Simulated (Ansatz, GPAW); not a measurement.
# A K chain with two Li atoms in line: transmission at several levels

How well does a K chain with two Li atoms in line conduct at low bias, and how far do basis and functional move the answer?

Calculated with GPAW 26.7.0 and Ansatz 0.2.0; GPAW LCAO, PAW setups; Landauer transmission from Green's functions with principal layers (ASE), zero bias.

Report form: the programs' logs are mostly left out.

**1. Set-up**

The cell holds 12 atoms: 10 K and 2 Li. Cell: a = 9.000 Å, b = 9.000 Å, c = 46.871 Å, α = 90.0°, β = 90.0°, γ = 90.0°. Regions: left lead, 5 atoms (5 K); channel, 2 atoms (2 Li); right lead, 5 atoms (5 K). Vacuum lies along a and b. The structure is stacked along c, and the current runs across the ab planes.

**2. Plane waves, r2SCAN**

Plane waves give the reference curve, free of the bias of atom-centred orbitals.

input.yaml

```yaml
crystal:
  lattice:
    - [9.0, 0.0, 0.0]
    - [0.0, 9.0, 0.0]
    - [0.0, 0.0, 46.8712]
  atoms:
    - { symbol: K, position: [0.5, 0.5, 0.0437368789] }
    - { symbol: K, position: [0.5, 0.5, 0.1312106368] }
    - { symbol: K, position: [0.5, 0.5, 0.2186843947] }
    - { symbol: K, position: [0.5, 0.5, 0.3061581526] }
    - { symbol: K, position: [0.5, 0.5, 0.3936319104] }
    - { symbol: Li, position: [0.5, 0.5, 0.4685307822] }
    - { symbol: Li, position: [0.5, 0.5, 0.5314692178] }
    - { symbol: K, position: [0.5, 0.5, 0.6063680896] }
    - { symbol: K, position: [0.5, 0.5, 0.6938418474] }
    - { symbol: K, position: [0.5, 0.5, 0.7813156053] }
    - { symbol: K, position: [0.5, 0.5, 0.8687893632] }
    - { symbol: K, position: [0.5, 0.5, 0.9562631211] }
kpoints:
  mp_grid: { grid: [1, 1, 2] }
hamiltonian:
  xc: r2scan
scf:
  occupations: { method: fermi_dirac, width: 0.1 }
output:
  transmission:
    leads: [[0, 1]]
    e_range: [-2, 2]
    de: 0.05
    kmesh: [1, 1]
    reduced_basis: true
  write_potential: true
  write_density: true
  volumetric_format: npy
```

Started as:

```bash
$ ansatz run input.yaml --threads 2 --pin off --max-ram 4096MiB --backend cpu --events-out ev --progress --plain --runs-dir out
```

Run time: 3.6 s. Hardware: 2 threads of Arm Neoverse V2, shared host; peak memory 0.39 GiB.

The input was rejected at the start.

The program's message: “Error: memory limit exceeded: the `scf loop` phase needs 5.04 GiB against the run's memory maximum of 4.00 GiB; largest carriers: ion tables 2.27 GiB, density mixer 0.63 GiB, eigensolver slots 0.35 Gi …”

**3. Double-zeta polarised basis**

Localised orbitals split the wire into layers that couple to their neighbours alone, which is what the Green's function method needs; double zeta with polarisation is the usual level for numbers.

This step: GPAW LCAO, PAW setups; Landauer transmission from Green's functions with principal layers (ASE), zero bias (GPAW 26.7.0).

run.py

```python
import json
import numpy as np
from ase import Atoms
from ase.transport.calculators import TransportCalculator
from gpaw import GPAW, FermiDirac
from gpaw.lcao.tools import get_lcao_hamiltonian
from scipy.linalg import eigh

# The junction with lead layers at both ends, along the third cell vector
device = Atoms(
    ['K', 'K', 'K', 'K', 'K', 'Li', 'Li', 'K', 'K', 'K', 'K', 'K'],
    positions=[
        [4.50000, 4.50000, 2.05000],
        [4.50000, 4.50000, 6.15000],
        [4.50000, 4.50000, 10.25000],
        [4.50000, 4.50000, 14.35000],
        [4.50000, 4.50000, 18.45000],
        [4.50000, 4.50000, 21.96060],
        [4.50000, 4.50000, 24.91060],
        [4.50000, 4.50000, 28.42120],
        [4.50000, 4.50000, 32.52120],
        [4.50000, 4.50000, 36.62120],
        [4.50000, 4.50000, 40.72120],
        [4.50000, 4.50000, 44.82120]],
    cell=[[9.0, 0.0, 0.0], [0.0, 9.0, 0.0], [0.0, 0.0, 46.8712]],
    pbc=True)

# One principal layer of the lead: the first 3 atoms of the device
lead = Atoms(
    ['K', 'K', 'K'],
    positions=[
        [4.50000, 4.50000, 2.05000],
        [4.50000, 4.50000, 6.15000],
        [4.50000, 4.50000, 10.25000]],
    cell=[[9.0, 0.0, 0.0], [0.0, 9.0, 0.0], [0.0, 0.0, 12.3]],
    pbc=True)

settings = dict(mode='lcao', basis='dzp', xc='PBE', h=0.2,
                occupations=FermiDirac(0.1), maxiter=250,
                mixer=dict(beta=0.1, nmaxold=8, weight=100.0),
                convergence=dict(density=0.0001))
energies = np.arange(-2, 2 + 1e-9, 0.05)
eta = 0.0001
n1, n2 = 1, 1
# k and -k transmit alike, so half of the mesh across the current serves
mesh = [(i, j) for i in range(n1) for j in range(n2) if (i, j) <= (-i % n1, -j % n2)]
weights = np.array([1 if (i, j) == (-i % n1, -j % n2) else 2 for i, j in mesh]) / (n1 * n2)

# [... helper functions left out ...]
fermi_lead = ground_state(lead, (1, 1, 9), 'lead.txt')
fermi_device = ground_state(device, (1, 1, 2), 'device.txt')
# [... loop over the mesh left out, but for ...]
        # Shift the lead onto the potential of the device's first layer
        shift = ((H[:, 0, 0] - H0[:, 0, 0]) / S0[0, 0]).real.mean()
# [...]
kT = 8.617333e-5 * 77
bias = [0.1, 0.2, 0.5, 1.0, 1.5, 2.0]
# [... integrals and printing left out ...]
```

Started as:

```bash
$ OMP_NUM_THREADS=1 OPENBLAS_NUM_THREADS=2 python run.py
```

Elapsed: 63 s, on 2 threads; peak memory 1.5 GiB.

Numbers from this step:

```yaml
conductance: 0.9970 G₀
largest_coupling_past_the_next_principal_layer: 3.36e-7 eV
largest_misfit_of_the_first_principal_layer: 0.003894 eV
shift_that_aligns_the_lead: -5.83e-4 eV
basis_functions_of_the_junction: 200
basis_functions_of_a_principal_layer: 57
transmission_at_the_fermi_level_one_spin: 0.9972
```

One spin. The transmission, zone mean by energy, zero at the Fermi level:

energy (eV), transmission, zone mean and a bar:
```
    -2.00      0.000 
    -1.90      0.000 
    -1.80      0.000 
    -1.70      0.000 
    -1.55      0.000 
    -1.45      0.000 
    -1.35      0.000 
    -1.25      0.000 
    -1.15      0.000 
    -1.05      0.000 
    -0.90      0.000 
    -0.80      0.000 
    -0.70      0.000 
    -0.60      0.111 ###
    -0.50      0.606 ##################
    -0.40      0.837 #########################
    -0.25      0.960 #############################
    -0.15      0.986 ##############################
    -0.05      0.996 ##############################
     0.00      0.997 ##############################
     0.05      0.997 ##############################
     0.15      0.994 ##############################
     0.25      0.990 ##############################
     0.40      0.987 ##############################
     0.50      0.988 ##############################
     0.60      0.990 ##############################
     0.70      0.993 ##############################
     0.80      0.996 ##############################
     0.90      0.998 ##############################
     1.00      0.998 ##############################
     1.05      0.998 ##############################
     1.15      0.997 ##############################
     1.25      0.997 ##############################
     1.35      0.998 ##############################
     1.45      0.994 ##############################
     1.55      0.686 #####################
     1.70      0.032 #
     1.80      0.078 ##
     1.90      0.140 ####
     2.00      0.209 ######
```

Not self-consistent under bias; the bias window is split evenly. Current through one cell, from the zero-bias transmission against bias:

```csv
bias (V),"current through one cell, from the zero-bias transmission (μA)"
0.100,7.72
0.200,15.4
0.500,38.4
1.000,73.7
1.500,95.7
2.000,115
```

The transmission of the three most open eigenchannels by energy, zero at the Fermi level:

```csv
energy (eV),channel 1,channel 2,channel 3
-2.00,0,0,0
-1.85,0,0,0
-1.70,0,0,0
-1.60,0,0,0
-1.45,0,0,0
-1.30,0,0,0
-1.15,0,0,0
-1.05,0,0,0
-0.90,0,0,0
-0.75,5.6e-10,0,0
-0.60,0.111,0,0
-0.50,0.606,0,0
-0.35,0.896,0,0
-0.20,0.976,0,0
-0.05,0.996,0,0
0.00,0.997,0,0
0.05,0.997,0,0
0.20,0.992,0,0
0.35,0.988,0,0
0.50,0.988,0,0
0.60,0.990,0,0
0.75,0.995,0,0
0.90,0.998,0,0
1.05,0.998,0,0
1.15,0.997,0,0
1.30,0.997,0,0
1.45,0.994,0,0
1.60,0.00151,0.00151,4.9e-7
1.70,0.0162,0.0162,6.7e-9
1.85,0.0538,0.0538,2.0e-9
2.00,0.105,0.105,1.1e-6
```

Couplings past the next layer reach 3.4e-7 eV, small enough to drop; the matrix elements of the cell's first layer differ from the bulk lead's by up to 0.0039 eV. That layer keeps its own values in the calculation, and only beyond it is the lead taken as perfect. The Fermi levels of lead and junction count from different zeros of potential, one for each periodic cell; with both set to zero, the small remaining shift is what aligns them. By hand: G = 0.9970 × 77.48 μS = 77.2 μS, a resistance of 12.9 kΩ; at 0.1 V a linear junction would pass 7.72 μA, and the integral over the bias window gives 7.72 μA.

**4. Single-zeta polarised basis**

The second zeta is dropped, the polarisation orbitals stay.

run.py, as its differences from that of step 3:

```diff
@@ -37,3 +37,3 @@
 
-settings = dict(mode='lcao', basis='dzp', xc='PBE', h=0.2,
+settings = dict(mode='lcao', basis='szp(dzp)', xc='PBE', h=0.2,
                 occupations=FermiDirac(0.1), maxiter=250,
```

Run time: 53 s. Hardware: 2 threads; peak memory 1.5 GiB.

This step gave:

```yaml
conductance: 0.9967 G₀
largest_misfit_of_the_first_principal_layer: 0.005771 eV
shift_that_aligns_the_lead: 3.93e-4 eV
basis_functions_of_the_junction: 118
basis_functions_of_a_principal_layer: 33
transmission_at_the_fermi_level_one_spin: 0.9968
```

One spin. The transmission, zone mean by energy, zero at the Fermi level:

```csv
energy (eV),"transmission, zone mean"
-2.000,0
-1.800,0
-1.600,0
-1.400,0
-1.200,0
-1.000,0
-0.800,0
-0.600,0.141
-0.400,0.838
-0.200,0.973
0.000,0.997
0.050,0.997
0.200,0.993
0.400,0.986
0.600,0.987
0.800,0.992
1.000,0.996
1.200,0.996
1.400,0.978
1.600,0.00368
1.800,0.0909
2.000,0.203
```

Not self-consistent under bias; the bias window is split evenly. Table of current through one cell, from the zero-bias transmission by bias:

```csv
bias (V),"current through one cell, from the zero-bias transmission (μA)"
0.100,7.72
0.200,15.4
0.500,38.3
1.000,73.7
1.500,96.0
2.000,115
```

Table of transmission of the three most open eigenchannels by energy, zero at the Fermi level:

```csv
energy (eV),channel 1,channel 2,channel 3
-2.00,0,0,0
-1.85,0,0,0
-1.70,0,0,0
-1.60,0,0,0
-1.45,0,0,0
-1.30,0,0,0
-1.15,0,0,0
-1.05,0,0,0
-0.90,0,0,0
-0.75,1.2e-11,0,0
-0.60,0.141,0,0
-0.50,0.635,0,0
-0.35,0.893,0,0
-0.20,0.973,0,0
-0.05,0.995,0,0
0.00,0.997,0,0
0.05,0.997,0,0
0.20,0.993,0,0
0.35,0.988,0,0
0.50,0.986,0,0
0.60,0.987,0,0
0.75,0.991,0,0
0.90,0.994,0,0
1.05,0.996,0,0
1.15,0.996,0,0
1.30,0.993,0,0
1.45,0.951,0,0
1.60,0.00184,0.00184,4.1e-6
1.70,0.0187,0.0187,1.3e-8
1.85,0.0605,0.0605,2.6e-9
2.00,0.101,0.101,7.5e-8
```

The conductance equals that of the dzp run to 0.2 %.

**5. GPAW, sz: basis = "sz(dzp)"**

The minimal basis is the cheapest rung: no second zeta and no polarisation.

run.py, as its differences from that of step 4:

```diff
@@ -37,3 +37,3 @@
 
-settings = dict(mode='lcao', basis='szp(dzp)', xc='PBE', h=0.2,
+settings = dict(mode='lcao', basis='sz(dzp)', xc='PBE', h=0.2,
                 occupations=FermiDirac(0.1), maxiter=250,
```

It took 39 s on 2 threads; peak memory 1.4 GiB.

This step gave:

```
conductance                                 : 0.9968 G₀
largest misfit of the first principal layer : 0.006157 eV
shift that aligns the lead                  : -0.001011 eV
basis functions of the junction             : 82
basis functions of a principal layer        : 24
transmission at the Fermi level (one spin)  : 0.9971
```

One spin. Transmission, zone mean against energy, zero at the Fermi level:

```csv
energy (eV),"transmission, zone mean"
-2.00,0
-1.90,0
-1.80,0
-1.70,0
-1.55,0
-1.45,0
-1.35,0
-1.25,0
-1.15,0
-1.05,0
-0.90,0
-0.80,0
-0.70,4.5e-12
-0.60,0.118
-0.50,0.576
-0.40,0.812
-0.25,0.954
-0.15,0.985
-0.05,0.997
0.00,0.997
0.05,0.995
0.15,0.982
0.25,0.962
0.40,0.926
0.50,0.902
0.60,0.881
0.70,0.861
0.80,0.843
0.90,0.824
1.05,0.788
1.15,0.754
1.25,0.704
1.35,0.621
1.45,0.466
1.55,0.116
1.70,0.00543
1.80,0.0110
1.90,0.0168
2.00,0.0216
```

The conductance equals that of the dzp run to 0.2 %.

**6. LDA in the dzp basis: xc = "LDA"**

Back in the dzp basis, the functional changes from PBE to LDA, to set the spread between functionals beside that between bases.

run.py, as its differences from that of step 5:

```diff
@@ -37,3 +37,3 @@
 
-settings = dict(mode='lcao', basis='sz(dzp)', xc='PBE', h=0.2,
+settings = dict(mode='lcao', basis='dzp', xc='LDA', h=0.2,
                 occupations=FermiDirac(0.1), maxiter=250,
```

Wall time 57 s (2 threads); peak memory 1.6 GiB.

Numbers from this step:

```
conductance                                    : 0.9970 G₀
largest coupling past the next principal layer : 3.39e-7 eV
largest misfit of the first principal layer    : 0.002677 eV
shift that aligns the lead                     : 6.28e-5 eV
basis functions of the junction                : 200
basis functions of a principal layer           : 57
```

The conductance equals that of the dzp run to 0.2 %.

**7. All levels side by side**

Times are for 2 threads of Arm Neoverse V2, shared host. The series side by side:

```csv
no.,run,conductance (G₀),time,memory (GiB)
1,dzp,0.9970,63 s,1.5
2,szp,0.9967,53 s,1.5
3,sz,0.9968,39 s,1.4
4,dzp LDA,0.9970,57 s,1.6
```

**8. The levels side by side**

The curves are compared point by point over the common energies.

This step: comparison of transmission and cost over codes and levels (GPAW 26.7.0).

Ladder, by row:

```csv
step,code,T at the Fermi level (sum over the listed spins),conductance (G0),r.m.s. T(E) from the first,wall time (s),peak memory (GiB),threads
dzp,GPAW,0.9972,0.997,0,62.55,1.52,2
szp,GPAW,0.9968,0.9967,0.02637,53.21,1.46,2
sz,GPAW,0.9971,0.9968,0.1613,39.03,1.36,2
dzp-LDA,GPAW,0.9971,0.997,0.1099,56.93,1.55,2
```

Transmission, zone mean, sum over the listed spins against energy, zero at the Fermi level:

```csv
energy (eV),dzp,szp,sz,dzp-LDA
-2.000,5.9e-13,0,0,6.3e-13
-1.800,5.8e-13,0,0,6.2e-13
-1.600,5.7e-13,0,0,6.1e-13
-1.400,5.5e-13,0,0,5.8e-13
-1.200,5.0e-13,0,0,5.2e-13
-1.000,3.4e-13,2.6e-14,0,3.4e-13
-0.800,1.6e-12,8.2e-13,2.8e-14,9.2e-13
-0.600,0.111,0.141,0.118,0.196
-0.400,0.837,0.838,0.812,0.895
-0.200,0.976,0.973,0.973,0.986
0.000,0.997,0.997,0.997,0.997
0.050,0.997,0.997,0.995,0.997
0.200,0.992,0.993,0.973,0.997
0.400,0.987,0.986,0.926,0.998
0.500,0.988,0.986,0.902,0.998
0.600,0.990,0.987,0.881,0.997
0.800,0.996,0.992,0.843,0.990
1.000,0.998,0.996,0.802,0.974
1.200,0.997,0.996,0.732,0.959
1.400,0.998,0.978,0.557,0.960
1.600,0.00303,0.00368,8.4e-4,0.889
1.800,0.0783,0.0909,0.0110,0.0870
2.000,0.209,0.203,0.0216,0.402
```

**9. K-points along the lead 4**

The lead's own mesh along the current sets its density and potential; where the lead is aligned to the junction's end layer, a rigid shift drops out.

This step: GPAW LCAO, PAW setups; Landauer transmission from Green's functions with principal layers (ASE), zero bias (GPAW 26.7.0).

run.py, as its differences from that of step 6:

```diff
@@ -37,3 +37,3 @@
 
-settings = dict(mode='lcao', basis='dzp', xc='LDA', h=0.2,
+settings = dict(mode='lcao', basis='dzp', xc='PBE', h=0.2,
                 occupations=FermiDirac(0.1), maxiter=250,
@@ -49,3 +49,3 @@
 # [... helper functions left out ...]
-fermi_lead = ground_state(lead, (1, 1, 9), 'lead.txt')
+fermi_lead = ground_state(lead, (1, 1, 4), 'lead.txt')
 fermi_device = ground_state(device, (1, 1, 2), 'device.txt')
```

Wall time 60 s (2 threads); peak memory 1.5 GiB.

The run finished with changed settings (lead_nz = 4); it serves as a test.

Side by side:

```csv
quantity,this run,sound run,difference
conductance (G₀),0.99702,0.99702,-2.7e-7
largest coupling past the next principal layer (eV),3.359e-7,3.359e-7,-7.7e-12
largest misfit of the first principal layer (eV),0.0038938,0.0038938,3.8e-13
shift that aligns the lead (eV),-0.0053344,-5.834e-4,-0.00475
transmission at the Fermi level (one spin),0.99716,0.99716,-3.4e-7
```

**10. K-points along the lead 40: lead_nz = 40**

run.py, as its differences from that of step 9:

```diff
@@ -49,3 +49,3 @@
 # [... helper functions left out ...]
-fermi_lead = ground_state(lead, (1, 1, 4), 'lead.txt')
+fermi_lead = ground_state(lead, (1, 1, 40), 'lead.txt')
 fermi_device = ground_state(device, (1, 1, 2), 'device.txt')
```

It took 85 s on 2 threads; peak memory 1.5 GiB.

This step gave:

```yaml
largest_coupling_past_the_next_principal_layer: 3.36e-7 eV
largest_misfit_of_the_first_principal_layer: 0.003894 eV
shift_that_aligns_the_lead: -5.91e-4 eV
transmission_at_the_fermi_level_one_spin: 0.9972
```

One spin. The transmission, zone mean by energy, zero at the Fermi level:

energy (eV), transmission, zone mean and a bar:
```
   -2.000      0.000 
   -1.800      0.000 
   -1.600      0.000 
   -1.400      0.000 
   -1.200      0.000 
   -1.000      0.000 
   -0.800      0.000 
   -0.600      0.111 ###
   -0.400      0.837 #########################
   -0.200      0.976 #############################
    0.000      0.997 ##############################
    0.200      0.992 ##############################
    0.400      0.987 ##############################
    0.600      0.990 ##############################
    0.800      0.996 ##############################
    1.000      0.998 ##############################
    1.200      0.997 ##############################
    1.400      0.998 ##############################
    1.600      0.003 
    1.800      0.078 ##
    2.000      0.209 ######
```

Not self-consistent under bias; the bias window is split evenly. The current through one cell, from the zero-bias transmission by bias:

```csv
bias (V),"current through one cell, from the zero-bias transmission (μA)"
0.100,7.72
0.200,15.4
0.500,38.4
1.000,73.7
1.500,95.7
2.000,115
```

Table of transmission of the three most open eigenchannels by energy, zero at the Fermi level:

```csv
energy (eV),channel 1,channel 2,channel 3
-0.800,1.6e-12,0,0
-0.600,0.111,0,0
-0.400,0.837,0,0
-0.200,0.976,0,0
0.000,0.997,0,0
0.200,0.992,0,0
0.400,0.987,0,0
0.600,0.990,0,0
0.800,0.996,0,0
1.000,0.998,0,0
1.200,0.997,0,0
1.400,0.998,0,0
1.600,0.00151,0.00151,4.9e-7
1.800,0.0391,0.0391,2.0e-9
2.000,0.105,0.105,1.1e-6
```

The conductance equals that of the dzp run to 0.2 %.

**11. Results**

- conductance: 0.997 G₀
- transmission at the Fermi level, mean of the spins: 0.997
- thermopower: about 0 (under 1.5 μV/K)

**Reading.** In the dzp basis the junction conducts 0.997 G₀ at 77 K, with T = 0.997 a spin at the Fermi level; the sz basis reaches that conductance within 10 %. At the Fermi level one eigenchannel carries the current (1.00). Measured against the first run (dzp), the nearest curve is that of szp (r.m.s. 0.026) and the farthest that of sz (0.16). Over the compared runs wall time goes from 39 s (sz) to 63 s (dzp), on a shared host. The geometry was built from estimated bond lengths and not relaxed, so the numbers describe this model structure. An evenly spaced straight chain is an idealisation: free chains tend to dimerise, zigzag or, where a band edge lies near the Fermi level, turn magnetic. The currents use the zero-bias T(E) throughout, which holds only while the bias is small against the distance to the nearest feature. The energy step is wider than the thermal energy, so the conductance and thermopower rest on interpolation of T(E).

[Logs are printed without paths, hosts, clocks, repeated set-up lines and the standing remarks that a program may print on its own settings, such as how far it seeks lower states.]

[Hosts, paths, dates, database ids (printed as entryN), source tags and the programs' standing remarks are cut or masked in the printed files.]
